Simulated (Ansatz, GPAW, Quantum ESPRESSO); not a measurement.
## One calculation of HfN, 4 ways

```
Hf N
1.0
     0.00000    2.25600    2.25600
     2.25600    0.00000    2.25600
     2.25600    2.25600    0.00000
Hf N
1 1
Direct
  0.00000 0.00000 0.00000
  0.50000 0.50000 0.50000
```

Alike in all runs: task band structure; functional PBE; k mesh 10 × 10 × 10; occupations fermi-dirac, width 0.05 eV; no spin polarisation; no spin-orbit coupling. Pressure is positive in compression and, in plane waves, holds the error of the finite cutoff.

```tsv
program and potentials	plane-wave cutoff (eV)	notes	pressure (GPa)
Ansatz, all-electron LAPW, scalar-relativistic	-	-	6.66
GPAW, GPAW PAW data sets (gpaw-data 1.2.1)	800	-	6.72
Quantum ESPRESSO, PseudoDojo 0.4.1 SR PBE standard	1143	-	5.93
Quantum ESPRESSO, SSSP 1.3 efficiency PBE	816	-	5.78
```

The pressure spans 5.78 (Quantum ESPRESSO, SSSP 1.3 efficiency PBE) to 6.72 GPa (GPAW, GPAW PAW data sets (gpaw-data 1.2.1)), with all-electron results at 6.66.

Differences between rows come from potentials, basis sets and numerical settings, since the functional is the same but for its coding. Runs on potential files found faulty are left out.

All four calculations put rocksalt HfN under compression at this cell size, so the PBE equilibrium volume is larger than the one used. The sign is common to every row, and the spread between programs is small beside the pressure itself. A pressure of several GPa need not mean a large error in bond length. HfN is a stiff refractory nitride, in which covalent mixing of Hf 5d with N 2p states adds to ionic and metallic bonding, so a slight shortening of the Hf–N contacts already costs considerable energy.

GPAW lies almost on the all-electron value, while both Quantum ESPRESSO runs fall below it. The order doesn't follow the plane-wave cutoff, since the run at 1143 eV is further from the all-electron result than the one at 800 eV; the treatment of the Hf core and semicore shells probably contributes. Pressure at a single volume fixes neither the equilibrium lattice constant nor the bulk modulus.
